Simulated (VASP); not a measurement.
# Cu (Cmcm) in VASP: single point with LDA

Aim: the single point of Cu with LDA.

Program: VASP 6.6.1. These are calculated values, not measurements. Logs are shortened: lines on timing, memory, paths and dates and some standing lists are left out, and cuts for length are marked.

### Step 1. The structure

It takes space group Cmcm (No. 63, orthorhombic). Conventional cell: a = 2.437 Å, b = 7.953 Å, c = 2.475 Å, α = 90.00°, β = 90.00°, γ = 90.00°. Around Cu (site symmetry m2m) lie 10 Cu at 2.44 to 2.54 Å.

This isn't the form of Cu at room conditions, which is fcc.

### Step 2. Single point, LDA

File INCAR:

```
SYSTEM = Cu
  PREC = Accurate
  ENCUT = 520
  EDIFF = 1E-6
  ISMEAR = 0
  SIGMA = 0.1
  LREAL = .FALSE.
  LASPH = .TRUE.
  NELM = 100
  ALGO = Normal
  ISIF = 2
  LWAVE = .FALSE.
  LCHARG = .FALSE.
  GGA = CA
  NBANDS = 18
```

File KPOINTS:

```
regular mesh
0
G
  8 8 8
  0 0 0
```

File POSCAR:

```
Cu
1.0
    1.2184636900     -3.9763780104      0.0000000000
    1.2184636900      3.9763780104      0.0000000000
    0.0000000000      0.0000000000      2.4754955235
Cu
2
Direct
    0.1338666500      0.8661333500      0.2500000000
    0.8661333500      0.1338666500      0.7500000000
```

Potentials or basis: VASP PAW LDA potentials, release 64 (Cu).

The run is started by

```bash
> cat potpaw_LDA.64/Cu/POTCAR > POTCAR
> mpirun -np 1 vasp_std > vasp.out
```

OUTCAR:

```text
SYSTEM = Cu
   PREC = Accurate
   ENCUT = 520
   EDIFF = 1E-6
   ISMEAR = 0
   LREAL = .FALSE.
   LASPH = .TRUE.
   NELM = 100
   ISIF = 2
   GGA = CA

 ion  position               nearest neighbor table
   1  0.134  0.866  0.250-   2 2.46   2 2.46   2 2.54   2 2.54   2 2.54   2 2.54
   2  0.866  0.134  0.750-   1 2.46   1 2.46   1 2.54   1 2.54   1 2.54   1 2.54

  LATTYP: Found a base centered orthorhombic cell.
 ALAT       =     2.4369273800
 B/A-ratio  =     3.2634357864
 C/A-ratio  =     1.0158265461

  Lattice vectors:

 A1 = (   1.2184636900,  -3.9763780104,   0.0000000000)
 A2 = (   1.2184636900,   3.9763780104,   0.0000000000)
 A3 = (   0.0000000000,   0.0000000000,   2.4754955235)

Analysis of symmetry for initial positions (statically):
=====================================================================
 Subroutine PRICEL returns:
 Original cell was already a primitive cell.

 Routine SETGRP: Setting up the symmetry group for a
 base centered orthorhombic supercell.

 Subroutine GETGRP returns: Found  8 space group operations
 (whereof  4 operations were pure point group operations)
 out of a pool of  8 trial point group operations.

The static configuration has the point symmetry C_2h.
 The point group associated with its full space group is D_2h.

Analysis of symmetry for dynamics (positions and initial velocities):
=====================================================================
 Subroutine PRICEL returns:
 Original cell was already a primitive cell.

 Routine SETGRP: Setting up the symmetry group for a
 base centered orthorhombic supercell.

 Subroutine GETGRP returns: Found  8 space group operations
 (whereof  4 operations were pure point group operations)
 out of a pool of  8 trial point group operations.

The dynamic configuration has the point symmetry C_2h.
 The point group associated with its full space group is D_2h.

 Subroutine INISYM returns: Found  8 space group operations
 (whereof  4 operations are pure point group operations),
 and found     1 'primitive' translations

----------------------------------------------------------------------------------------

                                     Primitive cell

  volume of cell :      23.9879

  direct lattice vectors                    reciprocal lattice vectors
     1.218463690 -3.976378010  0.000000000     0.410352811 -0.125742572  0.000000000
     1.218463690  3.976378010  0.000000000     0.410352811  0.125742572  0.000000000
     0.000000000  0.000000000  2.475495523     0.000000000  0.000000000  0.403959527

  length of vectors
     4.158874348  4.158874348  2.475495523     0.429186001  0.429186001  0.403959527

  position of ions in fractional coordinates (direct lattice)
     0.133866650  0.866133350  0.250000000
     0.866133350  0.133866650  0.750000000

  ion indices of the primitive-cell ions
   primitive index   ion index
                 1           1
                 2           2

----------------------------------------------------------------------------------------

 KPOINTS: regular mesh

Automatic generation of k-mesh.
 Grid dimensions read from file:
 generate k-points for:    8    8    8

 Generating k-lattice:

  Cartesian coordinates                     Fractional coordinates (reciprocal lattice)
     0.051294101 -0.015717822  0.000000000     0.125000000 -0.000000000  0.000000000
     0.051294101  0.015717822  0.000000000    -0.000000000  0.125000000  0.000000000
     0.000000000  0.000000000  0.050494941     0.000000000  0.000000000  0.125000000

  Length of vectors
     0.053648250  0.053648250  0.050494941

  Shift w.r.t. Gamma in fractional coordinates (k-lattice)
     0.000000000  0.000000000  0.000000000

 Subroutine IBZKPT returns following result:
 ===========================================

 Found    105 irreducible k-points:

 Following reciprocal coordinates:
            Coordinates               Weight
  0.000000  0.000000  0.000000      1.000000
  0.125000  0.000000  0.000000      4.000000
  0.250000  0.000000  0.000000      4.000000
  0.375000  0.000000  0.000000      4.000000
  0.500000  0.000000  0.000000      2.000000
  0.125000  0.125000  0.000000      2.000000
[... 16 lines left out ...]
  0.125000  0.000000  0.125000      8.000000
  0.250000  0.000000  0.125000      8.000000
 [... further k-points ...]
   k-points           NKPTS =    105   k-points in BZ     NKDIM =    105   number of bands    NBANDS=     18
   number of dos      NEDOS =    301   number of ions     NIONS =      2
   total plane-waves  NPLWV =  18432
   dimension x,y,z NGX =    32 NGY =   32 NGZ =   18
   dimension x,y,z NGXF=    64 NGYF=   64 NGZF=   36
   ions per type =               2
   NGX,Y,Z   is equivalent  to a cutoff of  12.79, 12.79, 12.09 a.u.
   NGXF,Y,Z  is equivalent  to a cutoff of  25.58, 25.58, 24.18 a.u.
 SYSTEM =  Cu
   PREC   = accura    normal or accurate (medium, high low for compatibility)
   ISTART =      0    job   : 0-new  1-cont  2-samecut
   ICHARG =      2    charge: 1-file 2-atom 10-const
   ISPIN  =      1    spin polarized calculation?
   LNONCOLLINEAR =      F non collinear calculations
   LSORBIT =      F    spin-orbit coupling
   LASPH  =      T    aspherical Exc in radial PAW
   ENCUT  =  520.0 eV  38.22 Ry    6.18 a.u.   7.73  7.73  4.60*2*pi/ulx,y,z
   NELM   =    100;   NELMIN=  2; NELMDL= -5     # of ELM steps
   EDIFF  = 0.1E-05   stopping-criterion for ELM
   LREAL  =      F    real-space projection
   EDIFFG = 0.1E-04   stopping-criterion for IOM
   NSW    =      0    number of steps for IOM
   IBRION =     -1    ionic relax: 0-MD 1-quasi-New 2-CG
   NFREE  =      0    steps in history (QN), initial steepest desc. (CG)
   ISIF   =      2    stress and relaxation
   ISYM   =      2    0-nonsym 1-usesym 2-fastsym
   POTIM  = 0.5000    time-step for ionic-motion
   TEBEG  =    0.0;   TEEND  =   0.0 temperature during run
   PSTRESS=    0.0 pullay stress
   NELECT =      22.0000    total number of electrons
   NUPDOWN=      -1.0000    fix difference up-down
   EMIN   =  10.00;   EMAX   =-10.00  energy-range for DOS
   EFERMI =   0.00;   METHOD = LEGACY
   ISMEAR =     0;   SIGMA  =   0.10  broadening in eV -4-tet -1-fermi 0-gaus
   EFERMI_NEDOS =   21; number of points for ismear=-14 and -15
   IALGO  =     38    algorithm
   IMIX   =      4    mixing-type and parameters
     AMIX     =   0.40;   BMIX     =  1.00
     AMIX_MAG =   1.60;   BMIX_MAG =  1.00
  volume/ion in A,a.u.               =      11.99        80.94
  Fermi-wavevector in a.u.,A,eV,Ry     =   1.590566  3.005733 34.421366  2.529899
  Thomas-Fermi vector in A             =   2.689241
   LORBIT       =      0    0 simple, 1 ext, 2 COOP (PROOUT), +10 PAW based schemes
   GGA     = CA    functional components
   LHFCALC =     F    Hartree Fock is set to
   AEXX    =    0.0000 exact exchange contribution
   IVDW    =     0    specifies the selected vdW correction
   LEPSILON=     F    determine dielectric tensor
   LRPA    =     F    only Hartree local field effects (RPA)
 non-spin polarized calculation
 Gauss-broadening in eV      SIGMA  =   0.10
  energy-cutoff  :      520.00
  volume of cell :       23.99
 maximum number of plane-waves:       670
   NGX = 15   NGY = 15   NGZ =  9

 number of electron      21.9999989 magnetization

 Free energy of the ion-electron system (eV)
  ---------------------------------------------------
  ext. energy  EPLUGINS =         0.00000000
  ---------------------------------------------------
  free energy    TOTEN  =        -9.05443458 eV

  energy without entropy =       -9.04911926  energy(sigma->0) =       -9.05177692

 E-fermi :   7.1604     XC(G=0): -12.9755

 val. band max:        7.1486112751   @ k =   0.3750   0.2500   0.2500
 cond. band min:       7.1986129935   @ k =   0.3750   0.0000   0.3750
 fundamental gap:      0.0500017183
 Fermi energy:         7.1603606460

 k-point     1 :       0.0000    0.0000    0.0000
  band No.  band energies     occupation
      1      -2.0931      2.00000
      2       2.1371      2.00000
      3       2.8812      2.00000
      4       3.3582      2.00000
      5       4.0640      2.00000
      6       4.3309      2.00000
[... 10 lines left out ...]
     17      26.7729      0.00000
     18      28.7579      0.00000

 k-point     2 :       0.1250    0.0000    0.0000
  band No.  band energies     occupation
      1      -1.6461      2.00000
      2       2.2944      2.00000
      3       3.0496      2.00000
      4       3.5105      2.00000
      5       4.1136      2.00000
      6       4.3001      2.00000
[... 10 lines left out ...]
     17      27.5158      0.00000
     18      30.7862      0.00000

 k-point     3 :       0.2500    0.0000    0.0000
  band No.  band energies     occupation
      1      -0.3892      2.00000
      2       2.5982      2.00000
      3       3.4058      2.00000
      4       3.5049      2.00000
      5       4.0485      2.00000
      6       4.2245      2.00000
[... 10 lines left out ...]
     17      28.0202      0.00000
     18      31.0801      0.00000

 k-point     4 :       0.3750    0.0000    0.0000
  band No.  band energies     occupation
      1       1.2494      2.00000
      2       2.6309      2.00000
      3       3.2684      2.00000
      4       3.7592      2.00000
      5       4.0961      2.00000
      6       4.2977      2.00000
[... 10 lines left out ...]
     17      26.7884      0.00000
     18      28.9002      0.00000

 k-point     5 :       0.5000    0.0000    0.0000
  band No.  band energies     occupation
      1       2.0473      2.00000
      2       2.4812      2.00000
      3       3.3504      2.00000
      4       3.9774      2.00000
      5       4.2870      2.00000
      6       4.3165      2.00000
[... 10 lines left out ...]
     17      29.1999      0.00000
     18      29.5281      0.00000

 k-point     6 :       0.1250    0.1250    0.0000
  band No.  band energies     occupation
      1      -0.5282      2.00000
      2       2.6239      2.00000
      3       3.4823      2.00000
      4       3.4851      2.00000
      5       4.0682      2.00000
      6       4.1849      2.00000
[... 10 lines left out ...]
     17      27.9567      0.00000
     18      32.0059      0.00000

 k-point     7 :       0.2500    0.1250    0.0000
  band No.  band energies     occupation
      1       1.0708      2.00000
      2       2.8109      2.00000
      3       3.1210      2.00000
      4       3.5861      2.00000
      5       4.1450      2.00000
      6       4.2389      2.00000
[... 10 lines left out ...]
     17      28.5914      0.00000
     18      29.2294      0.00000

 k-point     8 :       0.3750    0.1250    0.0000
  band No.  band energies     occupation
      1       2.0212      2.00000
      2       2.5792      2.00000
      3       3.3293      2.00000
      4       3.8092      2.00000
      5       4.0417      2.00000
      6       4.2633      2.00000
[... 10 lines left out ...]
     17      29.1730      0.00000
     18      29.5216      0.00000
[... 229 lines left out ...]
     17      26.5454      0.00000
     18      27.1461      0.00000

 k-point    20 :      -0.3750    0.3750    0.0000
  band No.  band energies     occupation
      1      -0.7635      2.00000
      2       1.2773      2.00000
      3       2.7400      2.00000
      4       3.3946      2.00000
      5       3.7902      2.00000
      6       4.4031      2.00000
[... 10 lines left out ...]
     17      26.8569      0.00000
     18      26.9878      0.00000

 k-point    21 :       0.5000    0.5000    0.0000
  band No.  band energies     occupation
      1      -0.0916      2.00000
      2       0.5838      2.00000
      3       2.7180      2.00000
      4       3.4180      2.00000
      5       3.6359      2.00000
      6       4.3663      2.00000
[... 10 lines left out ...]
     17      25.6042      0.00000
     18      27.0395      0.00000

 k-point    22 :       0.0000    0.0000    0.1250
  band No.  band energies     occupation
      1      -1.6898      2.00000
      2       2.3677      2.00000
      3       2.9286      2.00000
      4       3.4022      2.00000
      5       3.9753      2.00000
      6       4.4085      2.00000
[... 10 lines left out ...]
     17      27.2748      0.00000
     18      27.9389      0.00000

 k-point    23 :       0.1250    0.0000    0.1250
  band No.  band energies     occupation
      1      -1.2496      2.00000
      2       2.5181      2.00000
      3       3.0953      2.00000
      4       3.5670      2.00000
      5       4.0133      2.00000
      6       4.1637      2.00000
[... 10 lines left out ...]
     17      27.0777      0.00000
     18      29.3742      0.00000

 k-point    24 :       0.2500    0.0000    0.1250
  band No.  band energies     occupation
      1      -0.0211      2.00000
      2       2.8099      2.00000
      3       3.4097      2.00000
      4       3.4777      2.00000
      5       4.0662      2.00000
      6       4.0949      2.00000
[... 10 lines left out ...]
     17      27.2947      0.00000
     18      31.2979      0.00000

 [... further k-points ...]

------------------------ aborting loop because EDIFF is reached ----------------------------------------

  FORCE on cell =-STRESS in cart. coord.  units (eV):
  Direction    XX          YY          ZZ          XY          YZ          ZX
  --------------------------------------------------------------------------------------
  -------------------------------------------------------------------------------------
  Total       -0.8244218     -1.1039980     -1.1157905      0.0000000      0.0000000      0.0000000
  in kB      -55.0639837    -73.7371708    -74.5248068      0.0000000      0.0000000      0.0000000
  external PRESSURE =     -67.7753204 kB  Pullay stress =       0.0000000 kB

 VOLUME and BASIS-vectors are now :
 -----------------------------------------------------------------------------
  energy-cutoff  :      520.00
  volume of cell :       23.99
      direct lattice vectors                 reciprocal lattice vectors
     1.218463690 -3.976378010  0.000000000     0.410352811 -0.125742572  0.000000000
     1.218463690  3.976378010  0.000000000     0.410352811  0.125742572  0.000000000
     0.000000000  0.000000000  2.475495523     0.000000000  0.000000000  0.403959527

 POSITION                                       TOTAL-FORCE (eV/Angst)
 -----------------------------------------------------------------------------------
      1.21846      2.91177      0.61887         0.000000     -0.045040      0.000000
      1.21846     -2.91177      1.85662         0.000000      0.045040     -0.000000
 -----------------------------------------------------------------------------------
    total drift:                                0.000000      0.000000      0.000000

  FREE ENERGIE OF THE ION-ELECTRON SYSTEM (eV)
  ---------------------------------------------------
  free  energy   TOTEN  =        -9.0544345777 eV

  energy  without entropy=       -9.0491192563  energy(sigma->0) =       -9.05177692
```

Run time: 42 s. Hardware: 1 thread of AMD EPYC 7R13 (Zen 3), shared host; peak memory 0.13 GiB.

Results:

```yaml
Free_energy: -9.0544 eV
Pressure: -6.8 GPa
Largest_force: 0.045 eV/Å
Band_gap_on_the_k_mesh: none (metal or under the smearing width)
```

Forces on the atoms (eV/Å):
```
Cu   0.000 -0.045  0.000
Cu   0.000  0.045  0.000
```

Stress tensor (GPa, compression positive):
```
-5.51  0.00  0.00
 0.00 -7.37  0.00
 0.00  0.00 -7.45
```
